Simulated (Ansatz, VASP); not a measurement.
## One calculation of Li2H, two programs

```xyz
3
Lattice="2.7938 0.0000 0.0000 -1.3969 2.4195 0.0000 0.0000 0.0000 5.2274" Properties=species:S:1:pos:R:3 pbc="T T T"
Li    0.0000    0.0000    3.9776
Li    0.0000    0.0000    1.2498
H     0.0000    1.6130    0.0000
```

Change from the starting cell: ordered vacancies on the anion sites of nickel arsenide (P-6m2, No. 187).

Alike in both runs: task relaxation of cell and atoms; functional PBE; k mesh 18 × 18 × 10; occupations gaussian, width 0.1 eV; no spin polarisation.

```csv
,VASP,Ansatz
version,VASP 6.6.1,Ansatz 0.2.0
potentials or method,"VASP PAW PBE potentials, release 64 (Li_sv, H)","scalar-relativistic, plane waves, PAW"
plane-wave cutoff (eV),600,420
valence electrons in the cell,7,7
```

```csv
,VASP,Ansatz,Ansatz less VASP
"gap on the k mesh at the Fermi level, each at its own relaxed structure (eV)",none,none,-
relaxed volume (Å³/atom),11.71,11.77,+0.066
relaxed cell length with the largest relative difference (Å),5.199,5.210,+0.0112
```

A gap of «none» marks a metal or a gap that the smearing closes.

Caveats: the cutoff is under 1.25 times the usual one of these potentials, so pressure, stress and relaxed cells hold a basis-set (Pulay) error (VASP).
